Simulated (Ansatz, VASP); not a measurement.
## Si in VASP and in Ansatz

INCAR

```
PREC = Accurate
ENCUT = 520
EDIFF = 1E-6
ISMEAR = -1
SIGMA = 0.05
LREAL = False
LASPH = True
NELM = 60
ALGO = Normal
ISIF = 2
LWAVE = False
LCHARG = False
GGA = PE
NBANDS = 8
```

KPOINTS

```
Automatic mesh
0
Gamma
  10 10 10
```

POSCAR

```
Si
1.0
    2.5817718238      0.0000000000      0.0000000000
    0.0000000000      2.5817718238      0.0000000000
    0.0000000000      0.0000000000      2.5817718238
Si
1
Direct
    0.5000000000      0.5000000000      0.5000000000
```

The input input.yaml:

```yaml
crystal:
  lattice:
    - [2.5817718238, 0.0, 0.0]
    - [0.0, 2.5817718238, 0.0]
    - [0.0, 0.0, 2.5817718238]
  atoms:
    - { symbol: Si, position: [0.5, 0.5, 0.5] }
hamiltonian:
  xc: pbe
  pseudopotentials: { kind: paw, azcp: { folder: soft_1 } }
kpoints:
  mp_grid: { grid: [10, 10, 10] }
scf:
  occupations: { method: fermi_dirac, width: 0.05 }
output:
  forces: true
  stress: true
  eigenvalues: true
  write_density: true
  write_potential: true
  elf: true
  volumetric_format: npy
```

The cell was built by a generator and needn't be a form met in nature.

Alike in both runs: task single point; functional PBE; k mesh 10 × 10 × 10; occupations fermi-dirac, width 0.05 eV; no spin polarisation.

|  | VASP | Ansatz |
| --- | --- | --- |
| version | VASP 6.6.1 | Ansatz 0.2.0 |
| potentials or method | VASP PAW PBE potentials, release 64 (Si) | Ansatz PAW soft_1 |
| plane-wave cutoff (eV) | 520 | 420 |
| valence electrons in the cell | 4 | 4 |

```tsv
	VASP	Ansatz	Ansatz less VASP
gap on the k mesh at the Fermi level (eV)	none	none	-
pressure (GPa)	-5.1	-5.1	+0.02
```

A gap of «none» marks a metal or a gap that the smearing closes.
